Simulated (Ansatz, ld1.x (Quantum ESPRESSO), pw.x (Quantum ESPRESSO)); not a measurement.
## platinum (Pt): one change to the TM potential, in the atom and in the diamond crystal

```json
{
 "Element": "platinum (Pt)",
 "Generator": "ld1.x (Quantum ESPRESSO) 7.5",
 "Type": "norm-conserving Troullier–Martins (Kleinman–Bylander form)",
 "Functional": "PBE",
 "Relativity": "scalar-relativistic",
 "Frozen core": "[Xe] 4f14",
 "Valence charge": "10",
 "Reference configuration": "5d7 6s0 6p0 (charge +3)",
 "Partial waves": "6p (bound, empty): rc 2.55 bohr; 5d (bound): rc 1.70 bohr; 6s (bound, empty): rc 2.10 bohr",
 "Local potential": "the s channel",
 "Core correction": "a·sin(br)/r model core inside 1.80 bohr"
}
```

Change: wave 6s (bound): rc 2.10 bohr becomes 6s (bound): rc 1.90 bohr.

Cutoffs, loose and tight: the cutoffs (Ry, on a coarse ladder) from which the occupation-weighted sum of valence levels, in a spherical-Bessel basis at the reference potential, stays within 10 and 1 mRy of its value at 400 Ry. They do not see the model core or the augmentation charge, which bear on the density cutoff. Test errors are all-electron minus pseudo excitation energies from the reference, over the configurations 5d9 6s1 6p0; 5d9 6s0 6p0; 5d8 6s0 6p0; 5d6 6s0 6p0; 5d10 6s0 6p0; 5d9 6s0.5 6p0; 5d8 6s2 6p0; variants that change the core or the reference have their own tests.

Crystal test: diamond Pt in pw.x 7.5, no spin, 8³ k-points, Fermi–Dirac smearing 0.01 Ry, cutoffs set for each file from its atomic test. The reference is all-electron LAPW (Ansatz 0.2.0) with the same functional, mesh and smearing; V0 and B0 come from Birch–Murnaghan fits to the pressures at five volumes. Errors are pseudo minus all-electron; Δ is the rms difference of the E(V) curves that follow from these fits, minima aligned, over ±6 % about the mean V0. Mesh and smearing are coarse, so the numbers serve the comparison and aren't converged zero-temperature values; the lattice is a test structure that the element need not adopt.

All-electron: a0 = 5.784 Å (V0 = 24.18 Å³/atom), B0 = 111.9 GPa.

Q: Does the change bring the crystal closer to the all-electron result?

A: The mean pressure error goes from +2.67 to +2.00 GPa, so the change moves the solid closer to the all-electron pressures.

| quantity | base | changed |
| --- | --- | --- |
| outcome (atom) | generated | generated |
| cutoff, loose (atom) | 40 Ry | 40 Ry |
| cutoff, tight (atom) | 60 Ry | 60 Ry |
| bound ghosts (atom) | none | none |
| largest test error (meV) (atom) | -606 over the solved tests; 1 of 7 tests not solved or not reliable | -560 |
| cutoffs in pw.x (Ry) | 75/300 | 75/300 |
| a0 (Å) | 5.825 | 5.814 |
| a0 error (%) | +0.71 | +0.53 |
| B0 error (%) | +3.2 | +4.1 |
| Δ (meV/atom) | 13.2 | 10.0 |
| mean pressure error (GPa) | +2.67 | +2.00 |

Base: The largest radius (2.55 bohr) exceeds half the bond length (2.37 bohr), so the spheres overlap, which is one possible source of error among others. This is a poor potential for the solid. Atomic configuration tests: 1 of 7 tests not solved or not reliable. Changed file: The largest radius (2.55 bohr) exceeds half the bond length (2.37 bohr), so the spheres overlap, which is one possible source of error among others. This is a poor potential for the solid. The atomic cutoffs weigh occupied waves only.
